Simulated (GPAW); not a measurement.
Runs of GPAW 26.7.0 on Ni. It takes space group Fm-3m (No. 225, cubic). The conventional cell has a = 3.475 Å, b = 3.475 Å, c = 3.475 Å, α = 90.00°, β = 90.00°, γ = 90.00°. Ni (site symmetry m-3m) has 12 Ni at 2.46 Å as nearest neighbours. 

```csv
task,level,potentials or basis,k mesh,cutoff (eV),random start of the orbitals,maxiter,data set,response ecut,lines,other keys,gap on the mesh (eV),pressure (GPa),moment (μB)
hyperfine couplings,BP86,"PAW data sets generated in the run's folder for this functional, pw",13 × 13 × 13,600,yes,80,-,-,-,"several, not listed",none,(a),0.63
hyperfine couplings,revPBE,"the program's PAW data sets (release 1.2.1) made for this functional, other valence, pw",13 × 13 × 13,600,-,150,Ni 10,-,-,-,none,2.7,0.63
magnons,LDA,"the program's PAW data sets (release 1.2.1) made for this functional, pw",11 × 11 × 11,450,-,150,-,250 eV,3,-,none,-,0.57
single point,LDA,"the program's PAW data sets (release 1.2.1) made for this functional, pw",11 × 11 × 11,450,-,120,-,-,-,-,none,-10.0,0.57
```

Alike in all rows: spin collinear, ferromagnetic start; cell as given; smearing fermi-dirac 0.05 eV.

Estimate the missing entries.

(a) 10.4.

Caveats: the stock nickel data set gives pressures a few GPa off other programs (some runs); the dipolar part lacks the spin inside other atoms' spheres (some runs); the number of bands moves the energies at small q by some ten meV (some runs); the exchange constants hang on this mesh and on the site radius (some runs); magnon energies are noisy on this mesh (some runs); the cutoff is short for stress and forces, so pressures can be off by a GPa or more (some runs).

A gap of «none» marks a metal or a gap under the smearing width.

The runs don't all hold the same shells in valence.

Runs at the PBE level aren't shown here.
